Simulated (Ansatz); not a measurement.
Clean, relaxed (110) surface of TiAl, space group P4/mmm (No. 123) (top face towards +c; atoms held fixed, by place in the list: 1, 2, 3, 4):

```
CELL_PARAMETERS angstrom
3.95295 0.00000 0.00000
0.00000 4.03874 0.00000
0.00000 0.00000 22.92943
ATOMIC_POSITIONS crystal
Ti 0.50000 0.00000 0.37070
Al 0.00000 0.50000 0.37070
Ti 0.00000 0.00000 0.45690
Al 0.50000 0.50000 0.45690
Ti 0.50000 0.00000 0.54242
Al 0.00000 0.50000 0.54417
Ti 0.00000 0.00000 0.62574
Al 0.50000 0.50000 0.62844
```

Theory: Ansatz 0.2.0, DFT PBEsol, scalar-relativistic, plane waves, PAW. Plane waves to 420 eV, a k mesh through Γ of 7×7×1 on the computed 8-atom cell and Gaussian smearing (0.10 eV); no spin polarisation. A dipole correction removes the field between periodic images along c.

The adsorption energy is E(slab + adsorbate) − E(slab) − E(free adsorbate, spin-polarised where open-shell). With the adsorbate the cell is lengthened along c to keep the vacuum.

Question: N2 is put at the bridge (Ti-Al) at (0.25, 0.75) site, one adsorbate per 16.0 Å². What structure does it relax to?

Answer: E_ads = -0.84 eV. Contacts: N–Ti 2.10 Å. Bonds within the adsorbate: N–N 1.12 Å.

```yaml
crystal:
  lattice:
    - [3.95295, 0.00000, 0.00000]
    - [0.00000, 4.03874, 0.00000]
    - [0.00000, 0.00000, 26.02943]
  atoms:
    - { symbol: Ti, position: [0.50000, 0.00000, 0.32655] }
    - { symbol: Al, position: [0.00000, 0.50000, 0.32655] }
    - { symbol: Ti, position: [0.00000, 0.00000, 0.40249] }
    - { symbol: Al, position: [0.50000, 0.50000, 0.40249] }
    - { symbol: Ti, position: [0.50026, 0.99988, 0.47779] }
    - { symbol: Al, position: [0.00033, 0.49988, 0.47943] }
    - { symbol: Ti, position: [0.00072, 0.99975, 0.55306] }
    - { symbol: Al, position: [0.50060, 0.49982, 0.55257] }
    - { symbol: N, position: [0.00253, 0.99884, 0.63361] }
    - { symbol: N, position: [0.00348, 0.99847, 0.67658] }
```

Each end is the local minimum or symmetric point that its start leads to. The slab is only 5.9 Å thick, so the energies aren't converged with thickness.